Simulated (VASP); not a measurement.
Write the native input for VASP 6.6.1 that does the following.

```yaml
Task: single point
Functional: RPBE
Potentials_or_basis: VASP PAW PBE potentials, release 64 (Tl_d)
Cutoff: 520 eV
k_mesh: 7 × 7 × 10
Occupations: fermi-dirac, width 0.1 eV
Spin: no spin polarisation
Dipole_correction: no
Further_INCAR_settings: ALGO = Fast; EDIFF = 1e-06; NBANDS = 26
```

The structure of Tl lies in POSCAR:

```
Tl
1.0
    5.7745751421      0.0000000000      0.0000000000
   -2.8872875710      5.0009287691      0.0000000000
    0.0000000000      0.0000000000      3.5471220833
Tl
3
Direct
    1.0000000000      1.0000000000      0.0000000000
    0.3333333333      0.6666666667      0.5000000000
    0.6666666667      0.3333333333      0.5000000000
```

This isn't the form of Tl at room conditions, which is hcp.

One way to write it, as run:

INCAR

```
SYSTEM = Tl
ALGO = Fast
EDIFF = 1E-6
ENCUT = 520
GGA = RP
ISIF = 2
ISMEAR = -1
LASPH = .TRUE.
LCHARG = .TRUE.
LELF = .TRUE.
LREAL = .FALSE.
LVHAR = .TRUE.
LWAVE = .FALSE.
NBANDS = 26
NELM = 80
PREC = Accurate
SIGMA = 0.1
```

KPOINTS

```
k-points
0
G
  7 7 10
  0 0 0
```

Potentials or basis: VASP PAW PBE potentials, release 64 (Tl_d).

Launch:

```console
$ cat potpaw_PBE.64/Tl_d/POTCAR > POTCAR
$ mpirun -np 1 vasp_std > vasp.out
```

It gave:

- Pressure: -0.1 GPa
- Band gap on the k mesh: none (metal or under the smearing width)

Caveat: the PAW data sets were made with another functional, which shifts forces and pressure a little.

It took 79 s on 1 thread of Intel(R) Xeon(R) Platinum 8375C CPU @ 2.90GHz (Ice Lake), on a shared host, peak memory 0.29 GiB.
